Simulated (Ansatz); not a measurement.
# SiO2 (rutile): gap against strain (epitaxial in the xy plane)

SiO2 (rutile), relaxed with r2SCAN in the PAW code Ansatz, then strained (epitaxial in the xy plane; changes of length per length, axes as in the cell below) with the atoms relaxed again within the symmetry that is left. The symmetry is P4_2/mnm (No. 136, tetragonal); a = 4.185 Å, c = 2.669 Å in the conventional setting, 7.79 Å³ an atom. Around Si lie 6 O at 1.76–1.81 Å; around O lie 3 Si at 1.76–1.81 Å. (Simulation; spin polarisation is off.)

```xyz
6
Lattice="4.1852 0.0000 0.0000 0.0000 4.1852 0.0000 0.0000 0.0000 2.6688" Properties=species:S:1:pos:R:3 pbc="T T T"
Si    0.0000    0.0000    0.0000
Si    2.0926    2.0926    1.3344
O     1.2811    1.2811    0.0000
O     0.8115    3.3737    1.3344
O     3.3737    0.8115    1.3344
O     2.9041    2.9041    0.0000
```

Gaps are the least over each mesh (PBE 6×6×10, r2SCAN 6×6×10, HSE06 4×4×6 when unstrained) and the special points, which keep their unstrained names; stress is the change from the unstrained cell, compression positive.

```csv
strain (%),free normal strain (%),"gap, PBE (eV)","gap, r2SCAN (eV)","gap, HSE06 (eV)","edges, HSE06","in-plane stress, r2SCAN (GPa)","energy rise, r2SCAN (meV/atom)"
-4.0,+2.35,6.117,7.045,8.098,Γ,+28.28,50.5
-3.0,+1.70,6.097,7.074,8.238,Γ,+20.09,27.4
-1.0,+0.53,5.729,6.693,7.847,Γ,+5.95,2.8
0.0,0.00,5.555,6.512,7.661,Γ,0.00,0.0
+1.0,-0.50,5.397,6.345,7.488,Γ,-5.16,2.6
+2.0,-0.96,5.250,6.189,7.327,Γ,-9.60,9.9
+3.0,-1.39,5.121,6.049,7.184,Γ,-13.28,21.2
+4.0,-1.79,5.007,5.926,7.055,Γ,-16.26,35.8
```

Problem. Estimate the row for a strain of -2.0 %.

Solution.
```csv
strain (%),free normal strain (%),"gap, PBE (eV)","gap, r2SCAN (eV)","gap, HSE06 (eV)","edges, HSE06","in-plane stress, r2SCAN (GPa)","energy rise, r2SCAN (meV/atom)"
-2.0,+1.09,5.911,6.881,8.040,Γ,+12.65,11.7
```

Between zero and the nearest strains the slope of the HSE06 gap against strain is -0.186 eV per percent for negative and -0.172 for positive strain.

The meshes of the hybrids are coarse, so their gaps aren't converged to the digits shown.
